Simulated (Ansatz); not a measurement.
Bi2TeSe2 (Skippenite):

```
Bi Te Se
1.0
     2.09150    1.20753    9.71233
    -2.09150    1.20753    9.71233
     0.00000   -2.41506    9.71233
Bi Te Se
2 1 2
Direct
  0.60194 0.60194 0.60194
  0.39806 0.39806 0.39806
  0.00000 0.00000 0.00000
  0.78840 0.78840 0.78840
  0.21160 0.21160 0.21160
```

Program: Ansatz 0.2.0. Alike in all runs: potentials or basis Ansatz PAW; cell as given; k mesh 7 × 7 × 7; smearing fermi-dirac 0.05 eV.

Task: Order these runs on this cell by their band gap on the k mesh, lowest first.
A. level PBEsol; spin SOC, no magnetisation; cutoff (eV) 420; points for each segment of the path 14
B. level r2SCAN; spin off; cutoff (eV) 500
C. level LDA; spin off; cutoff (eV) 420

Result: A (0.18 eV), C (0.39 eV), B (0.75 eV).

Caveats: forces of over 1 eV/Å show positions far from the minimum, so gaps and moduli don't describe the material at rest; odd divisions of the mesh miss points on the zone boundary, where band edges often lie, so the gap on the mesh can be too wide (some runs); spin-orbit coupling is left out, which as a rule narrows the gap of such compounds by several tenths of an eV (some runs).

A k mesh can miss the band edges.
